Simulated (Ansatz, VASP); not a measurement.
**One calculation of AlN, two programs**

```
Al N
1.0
     3.36881    0.00000    0.00000
    -1.68441    2.91748    0.00000
     0.00000    0.00000    4.25752
Al N
2 2
Direct
  0.33333 0.66667 0.76527
  0.66667 0.33333 0.26527
  0.33333 0.66667 0.22058
  0.66667 0.33333 0.72058
```

Change from the starting cell: mode 4 frozen in at -0.123 Å, equal normal strain along x, y and z +0.0167.

Alike in both runs: task single point; functional PBE; k mesh 9 × 9 × 6; occupations gaussian, width 0.05 eV; no spin polarisation.

|  | VASP | Ansatz |
| --- | --- | --- |
| version | VASP 6.6.1 | Ansatz 0.2.0 |
| potentials or method | VASP PAW PBE potentials, release 64 (Al, N) | scalar-relativistic, plane waves, PAW |
| plane-wave cutoff (eV) | 520 | 520 |
| valence electrons in the cell | 16 | 16 |

```csv
,VASP,Ansatz,Ansatz less VASP
gap on the k mesh at the Fermi level (eV),3.04,3.04,-0.006
least direct gap on the mesh (eV),3.04,3.04,-0.006
pressure (GPa),-6.8,-6.6,+0.16
largest component of the traceless stress (GPa),9.99,9.86,-0.131
rms of the force components (eV/Å),0.215,0.213,-0.0014
```

Atom by atom the forces differ by 0.001 eV/Å (rms over components). The functional is the same, so the differences come from potentials, cutoffs and numerics.
